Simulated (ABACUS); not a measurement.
# Gd (P6_3/mmc) in ABACUS: a series of runs

The runs below take Gd through relaxation of cell and atoms, with PBE.

Program: ABACUS 3.10.1. These are calculated values, not measurements. Logs are shortened: lines on timing, memory, paths and dates and some standing lists are left out, and cuts for length are marked.

## Step 1: Starting point

Symmetry: P6_3/mmc, No. 194, hexagonal system. The conventional cell has a = 3.636 Å, b = 3.636 Å, c = 5.783 Å, α = 90.00°, β = 90.00°, γ = 120.00°. Around Gd (site symmetry -6m2) lie 12 Gd at 3.57 to 3.64 Å.

## Step 2: Relaxation of cell and atoms, PBE

The input, run_abacus.py:

```python
"""ABACUS run from a structure file: ASE reads it, the script writes STRU, KPT and INPUT."""
import re
import subprocess
import spglib
from ase import Atoms
from ase.io import read
from ase.units import Bohr

atoms = read("Gd.cif")
cell, frac, numbers = spglib.standardize_cell((atoms.cell[:], atoms.get_scaled_positions(), atoms.numbers), to_primitive=True, symprec=1e-4)
atoms = Atoms(numbers=numbers, cell=cell, scaled_positions=frac, pbc=True)  # the primitive cell
atoms = atoms[(-atoms.numbers).argsort(kind="stable")]  # ABACUS lists atoms element by element
pseudo = {'Gd': 'Gd.upf'}
orbital = {}
magmoms = None
kmesh = [6, 6, 4]
params = {
    'suffix': 'Gd',
    'calculation': 'cell-relax',
    'basis_type': 'pw',
    'pseudo_dir': './',
    'symmetry': 1,
    'dft_functional': 'pbe',
    'ecutwfc': 52,
    'pseudo_rcut': 10,
    'nspin': 1,
    'nbands': 15,
    'ks_solver': 'dav',
    'smearing_method': 'fd',
    'smearing_sigma': 0.00367493,
    'scf_thr': 1e-08,
    'scf_nmax': 100,
    'mixing_type': 'broyden',
    'mixing_beta': 0.7,
    'cal_force': 1,
    'cal_stress': 1,
    'relax_nmax': 60,
    'force_thr_ev': 0.02,
    'relax_method': 'cg',
    'out_stru': 1,
    'stress_thr': 0.2,
    'kpar': 4,
}

symbols = atoms.get_chemical_symbols()
elements = list(dict.fromkeys(symbols))
lines = ["ATOMIC_SPECIES"] + [f"{e} {atoms.get_masses()[symbols.index(e)]:.4f} {pseudo[e]}" for e in elements]
if orbital:
    lines += ["", "NUMERICAL_ORBITAL"] + [orbital[e] for e in elements]
lines += ["", "LATTICE_CONSTANT", f"{1 / Bohr:.10f}", "", "LATTICE_VECTORS"]
lines += [" ".join(f"{x:.10f}" for x in v) for v in atoms.cell]
lines += ["", "ATOMIC_POSITIONS", "Direct"]
for e in elements:
    lines += ["", e, "0.0", str(symbols.count(e))]
    for i, p in enumerate(atoms.get_scaled_positions(wrap=False)):
        if symbols[i] == e:
            mag = "" if magmoms is None else " mag " + " ".join(str(x) for x in (magmoms[i] if isinstance(magmoms[i], list) else [magmoms[i]]))
            lines.append(" ".join(f"{x:.10f}" for x in p) + " 1 1 1" + mag)
open("STRU", "w").write("\n".join(lines) + "\n")
open("KPT", "w").write("K_POINTS\n0\nGamma\n%d %d %d 0 0 0\n" % tuple(kmesh))
open("INPUT", "w").write("INPUT_PARAMETERS\n" + "".join(f"{k:<20s}{v}\n" for k, v in params.items()))

done = subprocess.run(['mpirun', '-np', '4', 'abacus'])
if done.returncode:
    raise SystemExit(done.returncode)
log = open("OUT.Gd/running_cell-relax.log").read()
print("final energy (eV):", re.findall(r"FINAL_ETOT_IS (\S+)", log))
```

The input, Gd.cif:

```cif
data_Gd
_cell_length_a 3.63600000
_cell_length_b 3.63600000
_cell_length_c 5.78260000
_cell_angle_alpha 90.00000000
_cell_angle_beta 90.00000000
_cell_angle_gamma 120.00000000
_space_group_name_H-M_alt 'P6_3/mmc'
_space_group_name_Hall '-P 6c 2c'
_space_group_IT_number 194
loop_
_space_group_symop_operation_xyz
'x,y,z'
'-x,-y,-z'
'x-y,x,z+1/2'
'-x+y,-x,-z+1/2'
'-y,x-y,z'
'y,-x+y,-z'
'-x,-y,z+1/2'
'x,y,-z+1/2'
'-x+y,-x,z'
'x-y,x,-z'
'y,-x+y,z+1/2'
'-y,x-y,-z+1/2'
'-y,-x,-z+1/2'
'y,x,z+1/2'
'-x,-x+y,-z'
'x,x-y,z'
'-x+y,y,-z+1/2'
'x-y,-y,z+1/2'
'y,x,-z'
'-y,-x,z'
'x,x-y,-z+1/2'
'-x,-x+y,z+1/2'
'x-y,-y,-z'
'-x+y,y,z'
loop_
_atom_site_label
_atom_site_type_symbol
_atom_site_symmetry_multiplicity
_atom_site_Wyckoff_symbol
_atom_site_fract_x
_atom_site_fract_y
_atom_site_fract_z
_atom_site_occupancy
Gd1 Gd 2 c 0.6666666667 0.3333333333 0.7500000000 1
```

Potentials or basis: PseudoDojo NC SR 0.4.1 PBE standard, lanthanides 3+ (f in core), plane waves.

Command:

```
$ OMP_NUM_THREADS=1 python run_abacus.py > log
```

running log:

```text
ABACUS v3.10.1

               Atomic-orbital Based Ab-initio Computation at UStc

 ------------------------------------------------------------------------------------

 READING GENERAL INFORMATION
                           global_out_dir = OUT.Gd/
                           global_in_card = INPUT
                               pseudo_dir = ./
                              orbital_dir =
                                    DSIZE = 4
                                    GSIZE = 1

 READING UNITCELL INFORMATION
                                    ntype = 1
                  lattice constant (Bohr) = 1.88973
              lattice constant (Angstrom) = 1

 READING ATOM TYPE 1
                               atom label = Gd
                      L=0, number of zeta = 1
                      L=1, number of zeta = 1
                      L=2, number of zeta = 1
             number of atom for this type = 2

                        TOTAL ATOM NUMBER = 2
DIRECT COORDINATES
    atom                   x                   y                   z     mag                  vx                  vy                  vz
taud_Gd1            0.6666666667        0.3333333333        0.7500000000  0.0000        0.0000000000        0.0000000000        0.0000000000
taud_Gd2            0.3333333333        0.6666666667        0.2500000000  0.0000        0.0000000000        0.0000000000        0.0000000000

                          Volume (Bohr^3) = 446.785
                             Volume (A^3) = 66.2066

 Lattice vectors: (Cartesian coordinate: in unit of a_0)
               +3.636                  +0                  +0
               -1.818            +3.14887                  +0
                   +0                  +0             +5.7826
 Reciprocal vectors: (Cartesian coordinate: in unit of 2 pi/a_0)
            +0.275028           +0.158787                  -0
                   -0           +0.317574                  -0
                   +0                  -0           +0.172933
 The esolver type has been set to : ksdft_pw

                PAO radial cut off (Bohr) = 10

 Read in pseudopotential file is Gd.upf
                     pseudopotential type = NC
          exchange-correlation functional = PBE
                 nonlocal core correction = 1
                        valence electrons = 11
                                     lmax = 3
                           number of zeta = 4
                     number of projectors = 7
                           L of projector = 0
                           L of projector = 0
                           L of projector = 1
                           L of projector = 1
                           L of projector = 2
                           L of projector = 2
                           L of projector = 3
     initial pseudo atomic orbital number = 20

 SETUP THE ELECTRONS NUMBER
            electron number of element Gd = 11
      total electron number of element Gd = 22
            AUTOSET number of electrons:  = 22
                           occupied bands = 11
                                   NBANDS = 15
                                   NLOCAL = 18

[... 50 lines left out ...]
                             BRAVAIS TYPE = 4
                     BRAVAIS LATTICE NAME = 04. Hexagonal cell
                                    ibrav = 4
                                    IBRAV = 4
                                  BRAVAIS = HEXAGONAL CELL
                       LATTICE CONSTANT A = 3.636
                                C/A RATIO = 1.59037
Original cell was already a primitive cell.
                        ROTATION MATRICES = 24
              PURE POINT GROUP OPERATIONS = 12
                   SPACE GROUP OPERATIONS = 24
                                       C2 = 3
                                       C3 = 2
                                       C4 = 0
                                       C6 = 0
                                       S1 = 3
                                       S3 = 0
                                       S4 = 0
                                       S6 = 2
                              POINT GROUP = D_3d
                                       C2 = 7
                                       C3 = 2
                                       C4 = 0
                                       C6 = 2
                                       S1 = 7
                                       S3 = 2
                                       S4 = 0
                                       S6 = 2
               POINT GROUP IN SPACE GROUP = D_6h

 SETUP K-POINTS
                                    nspin = 1
                   Input type of k points = Monkhorst-Pack(Gamma)
                                   nkstot = 144
                       right hand lattice = 1
(for reciprocal lattice: )
                             BRAVAIS TYPE = 4
                     BRAVAIS LATTICE NAME = 04. Hexagonal cell
                                    ibrav = 4
                       right hand lattice = 1
(for k-lattice: )
                             BRAVAIS TYPE = 4
                     BRAVAIS LATTICE NAME = 04. Hexagonal cell
                                    ibrav = 4
                       right hand lattice = 1
                        ROTATION MATRICES = 24
                               nkstot_ibz = 21
K-POINTS REDUCTION ACCORDING TO SYMMETRY
     IBZ    DIRECT_X    DIRECT_Y    DIRECT_Z  WEIGHT  ibz2bz
       1  0.00000000  0.00000000  0.00000000  0.0069       0
       2 -0.16666667  0.16666667  0.00000000  0.0417       1
       3 -0.33333333  0.33333333  0.00000000  0.0417       2
       4  0.50000000  0.50000000  0.00000000  0.0208       3
       5 -0.16666667  0.33333333  0.00000000  0.0417       7
       6  0.50000000  0.33333333  0.00000000  0.0833       8
[... 13 lines left out ...]
      20  0.50000000  0.33333333  0.50000000  0.0833      80
      21  0.33333333  0.33333333  0.50000000  0.0139      86

                               nkstot now = 21
[... K-POINTS DIRECT COORDINATES: 21 rows ...]

           k-point number in this process = 6
       minimum distributed K point number = 5
[... stars of the k points ...]

[... K-POINTS CARTESIAN COORDINATES: 6 rows ...]

[... K-POINTS DIRECT COORDINATES: 6 rows ...]

 SETUP PLANE WAVES FOR WAVE FUNCTIONS
     energy cutoff for wavefunc (unit:Ry) = 52
              fft grid for wave functions = [ 32, 32, 54 ]
                    number of plane waves = 4031
                         number of sticks = 211

 PARALLEL PW FOR WAVE FUNCTIONS
     PROC   COLUMNS(POT)             PW
        1            211           4031
 --------------- sum -------------------
        1            211           4031

 SETUP NONLOCAL PSEUDOPOTENTIALS IN PLANE WAVE BASIS
 Gd non-local projectors:
 projector 1 L=0
 projector 2 L=0
 projector 3 L=1
 projector 4 L=1
 projector 5 L=2
 projector 6 L=2
 projector 7 L=3
      TOTAL NUMBER OF NONLOCAL PROJECTORS = 50

 Init Non-Local PseudoPotential table :
 Init Non-Local-Pseudopotential done.

                                     npwx = 2835

 Make real space PAO into reciprocal space.
       max mesh points in Pseudopotential = 1001
     dq(describe PAO in reciprocal space) = 0.01
                                    max q = 1450

 number of pseudo atomic orbitals for Gd is 4
WARNING: norm of atomic wavefunction # 3 of atomic type Gd is 0.999494, renormalized
WARNING: norm of atomic wavefunction # 4 of atomic type Gd is 0.999103, renormalized

 -------------------------------------------
 STEP OF RELAXATION : 1
 -------------------------------------------
                                 init_chg = atomic

 PW ALGORITHM --------------- ION=   1  ELEC=   1--------------------------------
 Notice: Threshold on eigenvalues was too large.
 hsover_error=0.22 > DRHO=0.00736359
 Origin diag ethr = 0.01
 New diag ethr = 3.34709e-05
[... 860 lines left out ...]
 Largest gradient in stress is 0.155348 kbar.
 Threshold is 0.200000 kbar.

 Relaxation is converged!

 --------------------------------------------
 !FINAL_ETOT_IS -2264.3018413706822685 eV
 --------------------------------------------
```

Wall time 12 s (4 MPI ranks of Intel Xeon 6975P-C (Granite Rapids), shared host); peak memory 0.36 GiB.

What came out:

| Item | Value |
| --- | --- |
| Free energy | -2264.3018 eV |
| Band gap on the k mesh | none (metal or under the smearing width) |

Caveat: the local potential of these files has a noisy tail that shifts the pressure, which isn't listed; the 4f electrons are frozen in the core as for a trivalent ion, so they carry no moment and show no levels; the run has no spin polarisation, though such a crystal can be magnetic. Spin-orbit coupling is left out, which matters for the levels of Gd.

(Part 1 of 3 ends here.)
